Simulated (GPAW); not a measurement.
# TePb (Fm-3m) in GPAW: a series of runs

Runs on TePb. Level: PBE. Tasks: single point.

Program: GPAW 26.7.0. These are calculated values, not measurements. Logs are shortened: lines on timing, memory, paths and dates and some standing lists are left out, and cuts for length are marked. The log counts tension as positive stress, the text compression.

### Step 1. The crystal as given

The structure is cubic, space group Fm-3m (No. 225). The conventional cell has a = 6.462 Å, b = 6.462 Å, c = 6.462 Å, α = 90.00°, β = 90.00°, γ = 90.00°. Pb (site symmetry m-3m) is surrounded by 6 Te at 3.23 Å. Around Te (site symmetry m-3m) lie 6 Pb at 3.23 Å.

### Step 2. Single point, PBE

Contents of run.py:

```python
from ase import Atoms
from ase.dft.bandgap import bandgap
from ase.io import write
from ase.units import GPa
from gpaw import GPAW, PW

atoms = Atoms(['Pb', 'Te'],
              cell=[[0.0, 3.231, 3.231],
                    [3.231, 0.0, 3.231],
                    [3.231, 3.231, 0.0]],
              scaled_positions=[[0.0, 0.0, 0.0],
                                [0.5, 0.5, 0.5]],
              pbc=True)

calc = GPAW(mode=PW(600),
            xc='PBE',
            kpts={'size': (7, 7, 7), 'gamma': True},
            occupations={'name': 'methfessel-paxton', 'order': 0, 'width': 0.018000000000000002},
            nbands=19,
            convergence={'density': 1e-05, 'energy': 1e-05},
            maxiter=150,
            txt='gpaw.txt')
atoms.calc = calc
energy = atoms.get_potential_energy()
forces = atoms.get_forces()
stress = atoms.get_stress()
calc.write('gs.gpw')
write('result.traj', atoms)
print(f'Energy: {energy:.6f} eV')
print('Forces (eV/A):')
print(forces.round(4))
print('Stress (GPa):', (stress / GPa).round(3))
print('Fermi level:', round(calc.get_fermi_level(), 4), 'eV')
print(f'Gap: {bandgap(calc)[0]:.4f} eV, direct: {bandgap(calc, direct=True)[0]:.4f} eV')
```

Potentials or basis: GPAW PAW data sets (gpaw-data 1.2.1), pw.

Launch:

```
> OMP_NUM_THREADS=1 python run.py
```

gpaw.txt:

```text
__  _  _
 | _ |_)|_||  |
 |__||  | ||/\| - 26.7.0

Input parameters:
  mode=PW(ecut=600.0),
  convergence={'density': 1e-05, 'energy': 1e-05},
  kpts=MonkhorstPack(size=(7, 7, 7), gamma=True),
  maxiter=150,
  nbands=19,
  occupations=Occupations(name='methfessel-paxton', order=0, width=0.018000000000000002),
  xc=XC(name='PBE')

Diagonalizing LCAO Hamiltonian
Converting LCAO to pw mode

                 Te

       Pb

Atoms  # Å, Bohr magnetons
|   | symbol |        x |        y |        z |    initial magnetic moments |
|---|--------|----------|----------|----------|-----------------------------|
| 0 |     Pb | 0.000000 | 0.000000 | 0.000000 | ( 0.0000,  0.0000,  0.0000) |
| 1 |     Te | 3.231000 | 3.231000 | 3.231000 | ( 0.0000,  0.0000,  0.0000) |

Unit cell  # Å
| periodic |        x |        y |        z |  lengths |    angles |
|----------|----------|----------|----------|----------|-----------|
|      yes | 0.000000 | 3.231000 | 3.231000 | 4.569324 | 60.000000 |
|      yes | 3.231000 | 0.000000 | 3.231000 | 4.569324 | 60.000000 |
|      yes | 3.231000 | 3.231000 | 0.000000 | 4.569324 | 60.000000 |

Number of symmetries: 48
Symmetry operations  # r_c * U_cc + t_c -> r_c
|    | kind |            matrix            |
|----|------|------------------------------|
|  0 |  σ   |  1, 0, 0,  1, 0,-1,  1,-1, 0 |
|  1 |  C2  |  1, 0, 0,  1,-1, 0,  1, 0,-1 |
|  2 |  E   |  1, 0, 0,  0, 1, 0,  0, 0, 1 |
|  3 |  σ   |  1, 0, 0,  0, 0, 1,  0, 1, 0 |
|  4 |  C4  |  1, 0,-1,  1, 0, 0,  1,-1, 0 |
|  5 |  S6  |  1, 0,-1,  1,-1, 0,  1, 0, 0 |
|  6 |  σ   |  1, 0,-1,  0, 1,-1,  0, 0,-1 |
|  7 |  C3  |  1, 0,-1,  0, 0,-1,  0, 1,-1 |
|  8 |  S6  |  1,-1, 0,  1, 0, 0,  1, 0,-1 |
|  9 |  C4  |  1,-1, 0,  1, 0,-1,  1, 0, 0 |
| 10 |  C3  |  1,-1, 0,  0,-1, 1,  0,-1, 0 |
| 11 |  σ   |  1,-1, 0,  0,-1, 0,  0,-1, 1 |
| 12 |  σ   |  0, 1, 0,  1, 0, 0,  0, 0, 1 |
| 13 |  C4  |  0, 1, 0,  0, 1,-1, -1, 1, 0 |
| 14 |  C3  |  0, 1, 0,  0, 0, 1,  1, 0, 0 |
| 15 |  S6  |  0, 1, 0, -1, 1, 0,  0, 1,-1 |
| 16 |  C2  |  0, 1,-1,  1, 0,-1,  0, 0,-1 |
| 17 |  σ   |  0, 1,-1,  0, 1, 0, -1, 1, 0 |
| 18 |  S4  |  0, 1,-1,  0, 0,-1,  1, 0,-1 |
| 19 |  C4  |  0, 1,-1, -1, 1, 0,  0, 1, 0 |
| 20 |  C3  |  0, 0, 1,  1, 0, 0,  0, 1, 0 |
| 21 |  σ   |  0, 0, 1,  0, 1, 0,  1, 0, 0 |
| 22 |  S6  |  0, 0, 1,  0,-1, 1, -1, 0, 1 |
| 23 |  C4  |  0, 0, 1, -1, 0, 1,  0,-1, 1 |
| 24 |  S4  |  0, 0,-1,  1, 0,-1,  0, 1,-1 |
| 25 |  C3  |  0, 0,-1,  0, 1,-1,  1, 0,-1 |
| 26 |  C2  |  0, 0,-1,  0,-1, 0, -1, 0, 0 |
| 27 |  S6  |  0, 0,-1, -1, 0, 0,  0,-1, 0 |
| 28 |  S4  |  0,-1, 1,  1,-1, 0,  0,-1, 0 |
| 29 |  C4  |  0,-1, 1,  0, 0, 1, -1, 0, 1 |
| 30 |  C2  |  0,-1, 1,  0,-1, 0,  1,-1, 0 |
| 31 |  σ   |  0,-1, 1, -1, 0, 1,  0, 0, 1 |
| 32 |  C3  |  0,-1, 0,  1,-1, 0,  0,-1, 1 |
| 33 |  S6  |  0,-1, 0,  0, 0,-1, -1, 0, 0 |
| 34 |  S4  |  0,-1, 0,  0,-1, 1,  1,-1, 0 |
| 35 |  C2  |  0,-1, 0, -1, 0, 0,  0, 0,-1 |
| 36 |  C2  | -1, 1, 0,  0, 1, 0,  0, 1,-1 |
| 37 |  S6  | -1, 1, 0,  0, 1,-1,  0, 1, 0 |
| 38 |  S4  | -1, 1, 0, -1, 0, 1, -1, 0, 0 |
| 39 |  C3  | -1, 1, 0, -1, 0, 0, -1, 0, 1 |
| 40 |  S6  | -1, 0, 1,  0, 0, 1,  0,-1, 1 |
| 41 |  C2  | -1, 0, 1,  0,-1, 1,  0, 0, 1 |
| 42 |  C3  | -1, 0, 1, -1, 1, 0, -1, 0, 0 |
| 43 |  S4  | -1, 0, 1, -1, 0, 0, -1, 1, 0 |
| 44 |  C2  | -1, 0, 0,  0, 0,-1,  0,-1, 0 |
| 45 |  i   | -1, 0, 0,  0,-1, 0,  0, 0,-1 |
| 46 |  σ   | -1, 0, 0, -1, 1, 0, -1, 0, 1 |
| 47 |  C2  | -1, 0, 0, -1, 0, 1, -1, 1, 0 |

BZ-sampling:
  Number of BZ points: 343
  Number of IBZ points: 20

  Monkhorst-Pack size: [7, 7, 7]
  Monkhorst-Pack shift: [0, 0, 0]

K-points  # in reciprocal-cell coordinates
|     |                                coordinates |     weight |
|-----|--------------------------------------------|------------|
|   0 | (  0.00000000,   0.00000000,   0.00000000) | 0.00291545 |
|   1 | (  0.14285714,   0.14285714,   0.00000000) | 0.01749271 |
|   2 | (  0.14285714,   0.14285714,   0.14285714) | 0.02332362 |
|   3 | (  0.28571429,   0.14285714,   0.14285714) | 0.03498542 |
|   4 | (  0.28571429,   0.28571429,   0.00000000) | 0.01749271 |
|   5 | (  0.28571429,   0.28571429,   0.14285714) | 0.06997085 |
|   6 | (  0.28571429,   0.28571429,   0.28571429) | 0.02332362 |
|   7 | (  0.42857143,  -0.28571429,  -0.28571429) | 0.03498542 |
|   8 | (  0.42857143,   0.28571429,  -0.42857143) | 0.13994169 |
|   9 | (  0.42857143,   0.28571429,  -0.28571429) | 0.06997085 |
| ... |                                            |            |
|  19 | (  0.42857143,   0.42857143,   0.42857143) | 0.02332362 |

Plane wave coefficients: 2259
Cutoff: 600.0 eV

Spin-components: 1 (collinear spins)
Bands:           19
Projectors:      11
Spin-degeneracy: 2
Datatype:        complex128

Parallelization:
  kpt:    1
  domain: 1
  band:   1

Density:
  Valence electrons: 20.0
  Components: 1
  Grid points: [27 27 27]
  Charge: 0.0  # |e|

Potential:
  Grid points: [27 27 27]

species:
  Pb:
    name:    Lead
    Z:       82.0
    valence: 14
    core:    68
    charge:  0.0  # [|e|]
    compensation charges:
      type: gauss
      rc: 0.38  # [Å]
      lmax: 2
    cutoffs:
      filter: 2.36  # [Å]
      core: 2.43  # [Å]
    projectors
    | kind |    occ | energy [eV] | rcut [Å] |
    |------|--------|-------------|----------|
    |   6s |  2.000 |     -11.969 |    1.259 |
    |   6p |  2.000 |      -3.506 |    1.275 |
    |   5d | 10.000 |     -21.211 |    1.217 |
    |    s |        |      15.243 |    1.259 |
    |    p |        |      23.705 |    1.275 |
    |    d |        |       6.001 |    1.217 |

    Using partial waves for Pb as LCAO basis

  Te:
    name:    Tellurium
    Z:       52.0
    valence: 6
    core:    46
    charge:  0.0  # [|e|]
    compensation charges:
      type: gauss
      rc: 0.36  # [Å]
      lmax: 2
    cutoffs:
      filter: 2.09  # [Å]
      core: 3.17  # [Å]
    projectors
    | kind |    occ | energy [eV] | rcut [Å] |
    |------|--------|-------------|----------|
    |   5s |  2.000 |     -15.089 |    1.180 |
    |   5p |  4.000 |      -5.955 |    1.196 |
    |    s |        |      12.123 |    1.180 |
    |    p |        |      21.256 |    1.196 |
    |    d |        |       0.000 |    1.238 |

    Using partial waves for Te as LCAO basis

Reference energy: -752065.146798  # eV

eigensolver:
  PPCG
  Converge bands: occupied
  niter=2

density mixing:
  MSR1-Mixer
  Pratt-step length: 0.05
  Maximum mixing coefficient: 0.75
  Old densities: 10
  SVD Regularization: 0.005
  Good broyden scale: 1.0
  Trust region scale: 1.0
  Backstep threshold: 4.0
  History deletion threshold: 6.0
  Fourier metric: weight=20.0, sigma=0.015

occupation numbers:
  Methfessel-Paxton:
    width: 0.0180  # eV
    order: 0

poisson solver:
  ecut: 4800.0  # eV

xc functional:
  name: PBE with 2 nearest neighbor stencil

convergence criteria:
- Maximum integral of absolute [dens]ity change: 1e-05 electrons / valence electron
- Maximum [total energy] change in last 3 cyles: 1e-05 eV / valence electron
- Maximum integral of absolute [eigenst]ate change: 4e-08 eV^2 / valence electron
maximum number of iterations: 150

SCF iterations
|iter     | |      energy | eigst |  dens |
|---------|-|-------------|-------|-------|
|iter:   1| |   -7.906723 | -0.15 |       |
|iter:   2| |   -7.885178 | -1.98 | -1.35 |
|iter:   3| |   -7.799380 | -2.12 | -1.40 |
|iter:   4| |   -7.801135 | -3.78 | -1.99 |
|iter:   5| |   -7.801587 | -4.32 | -2.42 |
|iter:   6| |   -7.801598 | -5.83 | -3.31 |
|iter:   7| |   -7.801599c| -6.77 | -3.87 |
|iter:   8| |   -7.801599c| -7.78c| -4.62 |
|iter:   9| |   -7.801599c| -7.99c| -5.53c|

Converged in 9 steps
Energy contributions relative to reference atoms: (reference = -752065.146798)

Energy contributions:
  Kinetic:          19.814604
  Coulomb:         -20.111307
  Zero:              0.141643
  External:          0.000000
  Xc:               -7.646539
  Entropy:          -0.000000
  Spinorbit:         0.000000
  ----------------------------
  Free energy:      -7.801599
  Extrapolated:     -7.801599

dipole moment: (-27.309957, -27.309957, -27.309957)  # |e|*Ang

Fermi level: 6.249
Eigenvalues  # (at kpt = [0.000, 0.000, 0.000])
| band index |      eig [eV] | occ [0-2] |
|------------|---------------|-----------|
|          0 |       -11.048 |     2.000 |
|        ... |               |           |
|          2 |       -11.035 |     2.000 |
|          3 |       -11.035 |     2.000 |
|          4 |       -11.035 |     2.000 |
|          5 |        -6.329 |     2.000 |
|          6 |         0.142 |     2.000 |
|          7 |         4.302 |     2.000 |
[... 9 lines left out ...]
|         17 |        13.308 |     0.000 |
|         18 |        13.717 |     0.000 |

Gap: 0.980 eV
Transition (v -> c):
  (s=0, k=19, n=9, [0.43, 0.43, 0.43]) -> (s=0, k=19, n=10, [0.43, 0.43, 0.43])
No difference between direct/indirect transitions

Forces  # eV/Ang
|        x |        y |        z |
|----------|----------|----------|
|  0.00000 | -0.00000 |  0.00000 |  # Pb   0
| -0.00000 |  0.00000 | -0.00000 |  # Te   1

Stress tensor  # eV/Ang^3
|         x |         y |         z |
|-----------|-----------|-----------|
| -0.011411 |  0.000000 |  0.000000 |
|  0.000000 | -0.011411 |  0.000000 |
|  0.000000 |  0.000000 | -0.011411 |

# Writing to gs.gpw (mode='')
```

It took 15 s on 1 thread of Arm Neoverse V2, shared host; peak memory 0.17 GiB.

Results:

```yaml
Free_energy: -7.8016 eV
Pressure: 1.8 GPa
```

Levels at points of the mesh, in eV from the Fermi level:
```csv
k point,band 8,band 9,band 10,band 11,band 12,band 13
"(0.00, 0.00, 0.00)",-1.95,-1.95,-1.95,3.47,3.47,3.47
```

Caveat: this odd mesh misses L, where the gap lies, so gap, dielectric constants and Born charges aren't listed.

### Step 3. Single point, PBE

Contents of run.py:

```python
from ase.dft.bandgap import bandgap
from ase.io import read, write
from ase.units import GPa
from gpaw import GPAW, PW

atoms = read('TePb.xyz')

calc = GPAW(mode=PW(600),
            xc='PBE',
            kpts={'size': (7, 7, 7), 'gamma': True},
            occupations={'name': 'methfessel-paxton', 'order': 0, 'width': 0.019000000000000003},
            nbands=19,
            convergence={'density': 1e-05, 'energy': 1e-05},
            maxiter=150,
            txt='gpaw.txt')
atoms.calc = calc
energy = atoms.get_potential_energy()
forces = atoms.get_forces()
stress = atoms.get_stress()
calc.write('gs.gpw')
write('result.traj', atoms)
print(f'Energy: {energy:.6f} eV')
print('Forces (eV/A):')
print(forces.round(4))
print('Stress (GPa):', (stress / GPa).round(3))
print('Fermi level:', round(calc.get_fermi_level(), 4), 'eV')
print(f'Gap: {bandgap(calc)[0]:.4f} eV, direct: {bandgap(calc, direct=True)[0]:.4f} eV')
```

Contents of TePb.xyz:

```xyz
2
Lattice="0.0000000000 3.2310000000 3.2310000000 3.2310000000 0.0000000000 3.2310000000 3.2310000000 3.2310000000 0.0000000000" Properties=species:S:1:pos:R:3 pbc="T T T"
Pb     0.0000000000      0.0000000000      0.0000000000
Te     3.2310000000      3.2310000000      3.2310000000
```

Potentials or basis: GPAW PAW data sets (gpaw-data 1.2.1), pw.

Launch:

```
> OMP_NUM_THREADS=1 python run.py
```

It took 15 s on 1 thread of Arm Neoverse V2, shared host; peak memory 0.17 GiB.

Results (log left out):

```
Free energy : -7.8016 eV
Pressure    : 1.8 GPa
```

Levels at points of the mesh, in eV from the Fermi level:
| k point | band 8 | band 9 | band 10 | band 11 | band 12 | band 13 |
| --- | --- | --- | --- | --- | --- | --- |
| (0.00, 0.00, 0.00) | -1.95 | -1.95 | -1.95 | 3.47 | 3.47 | 3.47 |

Caveat: this odd mesh misses L, where the gap lies, so gap, dielectric constants and Born charges aren't listed.
